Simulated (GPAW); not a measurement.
# C (P4/mmm) in GPAW: convergence with smearing width (eV)

Aim: find how far smearing width (eV) must go before the results for C settle, at PBE. This setting moves, with any that are tied to it; all else stays.

All numbers are computed with GPAW 26.7.0; they aren't measurements. Logs are shortened: lines on timing, memory, paths and dates and some standing lists are left out, and cuts for length are marked. The log counts tension as positive stress, the text compression.

### Step 1. The crystal as given

Symmetry: P4/mmm, No. 123, tetragonal system. Conventional cell: a = 4.255 Å, b = 4.255 Å, c = 1.282 Å, α = 90.00°, β = 90.00°, γ = 90.00°. Around C (site symmetry 4/mmm) lie 2 C at 1.28 Å.

The cell was built by a generator and needn't be a form met in nature.

### Step 2. With smearing width (eV) 0.5

Contents of run.py:

```python
from ase.dft.bandgap import bandgap
from ase.io import read, write
from ase.units import GPa
from gpaw import GPAW, PW

atoms = read('C.xyz')

calc = GPAW(mode=PW(800),
            xc='PBE',
            kpts={'size': (6, 6, 20), 'gamma': True},
            occupations={'name': 'fermi-dirac', 'width': 0.5},
            nbands=8,
            convergence={'density': 1e-05, 'energy': 1e-05},
            maxiter=100,
            txt='gpaw.txt')
atoms.calc = calc
energy = atoms.get_potential_energy()
forces = atoms.get_forces()
stress = atoms.get_stress()
calc.write('gs.gpw')
write('result.traj', atoms)
print(f'Energy: {energy:.6f} eV')
print('Forces (eV/A):')
print(forces.round(4))
print('Stress (GPa):', (stress / GPa).round(3))
print('Fermi level:', round(calc.get_fermi_level(), 4), 'eV')
print(f'Gap: {bandgap(calc)[0]:.4f} eV, direct: {bandgap(calc, direct=True)[0]:.4f} eV')
```

Contents of C.xyz:

```xyz
1
Lattice="4.2551700000 0.0000000000 0.0000000000 0.0000000000 4.2551700000 0.0000000000 0.0000000000 0.0000000000 1.2822900000" Properties=species:S:1:pos:R:3 pbc="T T T"
C      2.1275850000      2.1275850000      0.6411450000
```

Potentials or basis: GPAW PAW data sets (gpaw-data 1.2.1), pw.

Command:

```sh
OMP_NUM_THREADS=1 python run.py
```

Run time: 17 s. Hardware: 1 thread of Arm Neoverse V1, shared host; peak memory 0.16 GiB.

What came out:

```
Free energy            : -8.3270 eV
Pressure               : 0.5 GPa
Band gap on the k mesh : none (metal or under the smearing width)
```

### Step 3. With smearing width (eV) 0.3

run.py, as its differences from that of step 2:

```diff
@@ -10,3 +10,3 @@
             kpts={'size': (6, 6, 20), 'gamma': True},
-            occupations={'name': 'fermi-dirac', 'width': 0.5},
+            occupations={'name': 'fermi-dirac', 'width': 0.3},
             nbands=8,
```

C.xyz is that of step 2.

Potentials or basis: GPAW PAW data sets (gpaw-data 1.2.1), pw.

Command:

```sh
OMP_NUM_THREADS=1 python run.py
```

Wall time 18 s (1 thread of Arm Neoverse V1, shared host); peak memory 0.16 GiB.

Results:

```
Free energy            : -8.2657 eV
Pressure               : 0.3 GPa
Band gap on the k mesh : none (metal or under the smearing width)
```

### Step 4. With smearing width (eV) 0.2

run.py, as its differences from that of step 3:

```diff
@@ -10,3 +10,3 @@
             kpts={'size': (6, 6, 20), 'gamma': True},
-            occupations={'name': 'fermi-dirac', 'width': 0.3},
+            occupations={'name': 'fermi-dirac', 'width': 0.2},
             nbands=8,
```

C.xyz is that of step 3.

Command:

```sh
OMP_NUM_THREADS=1 python run.py
```

It took 18 s on 1 thread of Arm Neoverse V1, shared host; peak memory 0.16 GiB.

It converged, with:

- Free energy: -8.2389 eV
- Pressure: 0.3 GPa
- Band gap on the k mesh: none (metal or under the smearing width)

### Step 5. With smearing width (eV) 0.15

run.py, as its differences from that of step 4:

```diff
@@ -10,3 +10,3 @@
             kpts={'size': (6, 6, 20), 'gamma': True},
-            occupations={'name': 'fermi-dirac', 'width': 0.2},
+            occupations={'name': 'fermi-dirac', 'width': 0.15},
             nbands=8,
```

C.xyz is that of step 4.

Command:

```sh
OMP_NUM_THREADS=1 python run.py
```

Run time: 17 s. Hardware: 1 thread of Arm Neoverse V1, shared host; peak memory 0.16 GiB.

Results (log left out):

```
Free energy            : -8.2261 eV
Pressure               : 0.2 GPa
Band gap on the k mesh : none (metal or under the smearing width)
```

### Step 6. With smearing width (eV) 0.1

run.py, as its differences from that of step 5:

```diff
@@ -10,3 +10,3 @@
             kpts={'size': (6, 6, 20), 'gamma': True},
-            occupations={'name': 'fermi-dirac', 'width': 0.15},
+            occupations={'name': 'fermi-dirac', 'width': 0.1},
             nbands=8,
```

C.xyz is that of step 5.

Potentials or basis: GPAW PAW data sets (gpaw-data 1.2.1), pw.

Command:

```sh
OMP_NUM_THREADS=1 python run.py
```

It took 17 s on 1 thread of Arm Neoverse V1, shared host; peak memory 0.16 GiB.

Results (log left out):

```yaml
Free_energy: -8.2143 eV
Pressure: 0.2 GPa
Band_gap_on_the_k_mesh: none (metal or under the smearing width)
```

### Step 7. With smearing width (eV) 0.05

run.py, as its differences from that of step 6:

```diff
@@ -10,3 +10,3 @@
             kpts={'size': (6, 6, 20), 'gamma': True},
-            occupations={'name': 'fermi-dirac', 'width': 0.1},
+            occupations={'name': 'fermi-dirac', 'width': 0.05},
             nbands=8,
```

C.xyz is that of step 6.

Command:

```sh
OMP_NUM_THREADS=1 python run.py
```

Wall time 17 s (1 thread of Arm Neoverse V1, shared host); peak memory 0.16 GiB.

Results (log left out):

| Property | Result |
| --- | --- |
| Free energy | -8.2051 eV |
| Pressure | 0.1 GPa |
| Band gap on the k mesh | none (metal or under the smearing width) |

### Step 8. With smearing width (eV) 0.025

run.py, as its differences from that of step 7:

```diff
@@ -10,3 +10,3 @@
             kpts={'size': (6, 6, 20), 'gamma': True},
-            occupations={'name': 'fermi-dirac', 'width': 0.05},
+            occupations={'name': 'fermi-dirac', 'width': 0.025},
             nbands=8,
```

C.xyz is that of step 7.

Command:

```sh
OMP_NUM_THREADS=1 python run.py
```

It took 17 s on 1 thread of Arm Neoverse V1, shared host; peak memory 0.16 GiB.

Results (log left out):

```
Free energy            : -8.2028 eV
Pressure               : 0.1 GPa
Band gap on the k mesh : none (metal or under the smearing width)
```

### Step 9. With smearing width (eV) 0.01

run.py, as its differences from that of step 8:

```diff
@@ -10,3 +10,3 @@
             kpts={'size': (6, 6, 20), 'gamma': True},
-            occupations={'name': 'fermi-dirac', 'width': 0.025},
+            occupations={'name': 'fermi-dirac', 'width': 0.01},
             nbands=8,
```

C.xyz is that of step 8.

Potentials or basis: GPAW PAW data sets (gpaw-data 1.2.1), pw.

Command:

```sh
OMP_NUM_THREADS=1 python run.py
```

gpaw.txt:

```text
__  _  _
 | _ |_)|_||  |
 |__||  | ||/\| - 26.7.0

Input parameters:
  mode=PW(ecut=800.0),
  convergence={'density': 1e-05, 'energy': 1e-05},
  kpts=MonkhorstPack(size=(6, 6, 20), gamma=True),
  maxiter=100,
  nbands=8,
  occupations=Occupations(name='fermi-dirac', width=0.01),
  xc=XC(name='PBE')

Diagonalizing LCAO Hamiltonian
Converting LCAO to pw mode
    .---------.
   /|         |
  / .---C-----.
 * /         /
 |/         /
 *---------*

Atoms  # Å, Bohr magnetons
|   | symbol |        x |        y |        z |    initial magnetic moments |
|---|--------|----------|----------|----------|-----------------------------|
| 0 |      C | 2.127585 | 2.127585 | 0.641145 | ( 0.0000,  0.0000,  0.0000) |

Unit cell  # Å
| periodic |        x |        y |        z |  lengths |    angles |
|----------|----------|----------|----------|----------|-----------|
|      yes | 4.255170 | 0.000000 | 0.000000 | 4.255170 | 90.000000 |
|      yes | 0.000000 | 4.255170 | 0.000000 | 4.255170 | 90.000000 |
|      yes | 0.000000 | 0.000000 | 1.282290 | 1.282290 | 90.000000 |

Number of symmetries: 16
Symmetry operations  # r_c * U_cc + t_c -> r_c
|    | kind |            matrix            |
|----|------|------------------------------|
|  0 |  E   |  1, 0, 0,  0, 1, 0,  0, 0, 1 |
|  1 |  σ   |  1, 0, 0,  0, 1, 0,  0, 0,-1 |
|  2 |  σ   |  1, 0, 0,  0,-1, 0,  0, 0, 1 |
|  3 |  C2  |  1, 0, 0,  0,-1, 0,  0, 0,-1 |
|  4 |  σ   |  0, 1, 0,  1, 0, 0,  0, 0, 1 |
|  5 |  C2  |  0, 1, 0,  1, 0, 0,  0, 0,-1 |
|  6 |  C4  |  0, 1, 0, -1, 0, 0,  0, 0, 1 |
|  7 |  S4  |  0, 1, 0, -1, 0, 0,  0, 0,-1 |
|  8 |  C4  |  0,-1, 0,  1, 0, 0,  0, 0, 1 |
|  9 |  S4  |  0,-1, 0,  1, 0, 0,  0, 0,-1 |
| 10 |  σ   |  0,-1, 0, -1, 0, 0,  0, 0, 1 |
| 11 |  C2  |  0,-1, 0, -1, 0, 0,  0, 0,-1 |
| 12 |  σ   | -1, 0, 0,  0, 1, 0,  0, 0, 1 |
| 13 |  C2  | -1, 0, 0,  0, 1, 0,  0, 0,-1 |
| 14 |  C2  | -1, 0, 0,  0,-1, 0,  0, 0, 1 |
| 15 |  i   | -1, 0, 0,  0,-1, 0,  0, 0,-1 |

BZ-sampling:
  Number of BZ points: 720
  Number of IBZ points: 110

  Monkhorst-Pack size: [6, 6, 20]
  Monkhorst-Pack shift: [0.08333333333333333, 0.08333333333333333, 0.025]

K-points  # in reciprocal-cell coordinates
[... 62 lines left out ...]

Reference energy: -1027.628115  # eV

eigensolver:
  PPCG
  Converge bands: occupied
  niter=2

density mixing:
  MSR1-Mixer
  Pratt-step length: 0.05
  Maximum mixing coefficient: 0.75
  Old densities: 10
  SVD Regularization: 0.005
  Good broyden scale: 1.0
  Trust region scale: 1.0
  Backstep threshold: 4.0
  History deletion threshold: 6.0
  Fourier metric: weight=20.0, sigma=0.015

occupation numbers:
  Fermi-Dirac:
    width: 0.0100  # eV

poisson solver:
  ecut: 6400.0  # eV

xc functional:
  name: PBE with 2 nearest neighbor stencil

convergence criteria:
- Maximum integral of absolute [dens]ity change: 1e-05 electrons / valence electron
- Maximum [total energy] change in last 3 cyles: 1e-05 eV / valence electron
- Maximum integral of absolute [eigenst]ate change: 4e-08 eV^2 / valence electron
maximum number of iterations: 100

SCF iterations
|iter     | |      energy | eigst |  dens |
|---------|-|-------------|-------|-------|
|iter:   1| |   -8.885235 | +0.77 |       |
|iter:   2| |   -8.790888 | -1.06 | -0.72 |
|iter:   3| |   -8.202067 | -0.88 | -0.75 |
|iter:   4| |   -8.201253 | -2.55 | -1.56 |
|iter:   5| |   -8.202489 | -3.37 | -1.91 |
|iter:   6| |   -8.202499 | -4.77 | -3.00 |
|iter:   7| |   -8.202501c| -5.79 | -3.49 |
|iter:   8| |   -8.202501c| -7.14 | -4.52 |
|iter:   9| |   -8.202501c| -7.72c| -5.26c|

Converged in 9 steps
Energy contributions relative to reference atoms: (reference = -1027.628115)

Energy contributions:
  Kinetic:           8.022090
  Coulomb:          -8.549916
  Zero:              0.022101
  External:          0.000000
  Xc:               -7.696769
  Entropy:          -0.000014
  Spinorbit:         0.000000
  ----------------------------
  Free energy:      -8.202508
  Extrapolated:     -8.202501

dipole moment: (0.000001, 0.000001, 0.000000)  # |e|*Ang

Fermi level: -1.193
Eigenvalues  # (at kpt = [0.000, 0.000, -0.000])
| band index |      eig [eV] | occ [0-2] |
|------------|---------------|-----------|
|          0 |       -17.495 |     2.000 |
|          1 |        -6.331 |     2.000 |
|          2 |        -6.331 |     2.000 |
|          3 |         2.606 |     0.000 |
|          4 |         6.965 |     0.000 |
|          5 |        11.552 |     0.000 |
|          6 |        11.552 |     0.000 |
|          7 |        12.583 |     0.000 |

No gap
No difference between direct/indirect transitions

Forces  # eV/Ang
|       x |       y |       z |
|---------|---------|---------|
| 0.00000 | 0.00000 | 0.00000 |  # C    0

Stress tensor  # eV/Ang^3
|        x |        y |         z |
|----------|----------|-----------|
| 0.004505 | 0.000000 |  0.000000 |
| 0.000000 | 0.004505 |  0.000000 |
| 0.000000 | 0.000000 | -0.010176 |

# Writing to gs.gpw (mode='')
```

Wall time 17 s (1 thread of Arm Neoverse V1, shared host); peak memory 0.16 GiB.

What came out:

```yaml
Free_energy: -8.2025 eV
Pressure: 0.1 GPa
Band_gap_on_the_k_mesh: none (metal or under the smearing width)
```

### Step 10. Summary

```
smearing width (eV)  energy less the tightest run, at zero smearing (meV/atom)  pressure (GPa)  SCF cycles  CPU time (s)  peak memory (GiB)
                0.5                                                     -38.01            0.47           9            17               0.16
                0.3                                                     -21.70            0.30           9            18               0.16
                0.2                                                     -10.35            0.26           9            17               0.16
               0.15                                                      -5.04            0.23           9            17               0.16
                0.1                                                      -0.87            0.19           9            17               0.16
               0.05                                                       0.78            0.11           9            17               0.16
              0.025                                                       0.26            0.07           9            17               0.16
               0.01                                                       0.00            0.06           9            17               0.16
```

Against the tightest run, the energy stays within 1 meV/atom from 0.1 on; the pressure stays within 0.1 GPa from 0.05 on. Narrower smearing needs a denser k mesh, so at a fixed mesh the narrowest width isn't the most accurate. The tightest run that finished is the yardstick and may itself not be fully converged.
